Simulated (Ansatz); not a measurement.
# SiO₂ — ¹⁷O NMR of the central transition

Cell: a Materials Project structure (computed, not necessarily an observed phase), its atoms then relaxed with PBE in this cell.

```cif
data_SiO2
_symmetry_space_group_name_H-M 'P2_13'
_symmetry_Int_Tables_number 198
_cell_length_a 7.0818
_cell_length_b 7.0818
_cell_length_c 7.0818
_cell_angle_alpha 90.000
_cell_angle_beta 90.000
_cell_angle_gamma 90.000
loop_
_atom_site_label
_atom_site_type_symbol
_atom_site_symmetry_multiplicity
_atom_site_Wyckoff_symbol
_atom_site_fract_x
_atom_site_fract_y
_atom_site_fract_z
Si1 Si 4 a 0.9771 0.5229 0.4771
Si5 Si 4 a 0.7142 0.7858 0.2142
O9 O 12 b 0.8607 0.3328 0.5326
O17 O 4 a 0.1542 0.1542 0.1542
```

One atom of each set is listed.

The numbers come from a DFT calculation in Ansatz (PBE, plane waves and PAW (field gradients read without the response of the frozen cores, which leaves them typically 4 to 6 % off), scalar-relativistic, 420 eV cutoff, Γ-centred 3×3×3 k-points, Fermi–Dirac smearing 0.02 eV).

¹⁷O has I = 5/2 and Q = -25.58 mb (Pyykkö 2018); at 35.2 T its Larmor frequency is ν₀ = 203.3 MHz. Only the quadrupole interaction is simulated: positions count from each site's isotropic chemical shift, and J coupling is left out, as are shift anisotropy and dipolar coupling, which fast spinning averages.

Simulated pattern of one O site (fast magic-angle spinning, Gaussian broadening 0.1 kHz):

(offset (kHz), height): (-3.513, 0), (-3.430, 0), (-3.348, 3), (-3.265, 4), (-3.183, 5), (-3.100, 5), (-3.018, 5), (-2.935, 5), (-2.853, 5), (-2.770, 5), (-2.688, 5), (-2.605, 5), (-2.523, 5), (-2.440, 6), (-2.358, 6), (-2.275, 6), (-2.193, 13), (-2.110, 65), (-2.028, 72), (-1.945, 50), (-1.863, 42), (-1.780, 38), (-1.698, 36), (-1.615, 34), (-1.533, 33), (-1.450, 33), (-1.368, 32), (-1.285, 33), (-1.202, 33), (-1.120, 34), (-1.037, 35), (-0.955, 37), (-0.872, 40), (-0.790, 44), (-0.707, 51), (-0.625, 65), (-0.542, 100), (-0.460, 67), (-0.377, 5), (-0.295, 0)

**Question.** Which |C_Q| and η does the pattern imply?

**Answer.** The pattern spans 2.89 kHz before broadening and its centre of gravity is at -1.35 kHz, which fixes P_Q; the places of the horns and steps fix η. That gives P_Q = 6.76 MHz, |C_Q| = 6.76 MHz and η = 0.00, the values that the calculation gives site O17 (2 Si at 1.61 Å, angle 180°). The other sites have |C_Q| = 6.01 MHz. The sign of C_Q can't be read from the pattern.

An axis of threefold or higher order runs through O17, so V_zz lies along it and η is zero.

The relaxation (5 steps) took 27 s of wall time (26 s of CPU time) and 0.61 GiB at its peak, on 1 thread of AMD EPYC 9R14 (Zen 4) (x86_64; 16 cores open to the job, memory cap 3.0 GiB, no GPU), a shared host with a load of 0.1 a core.
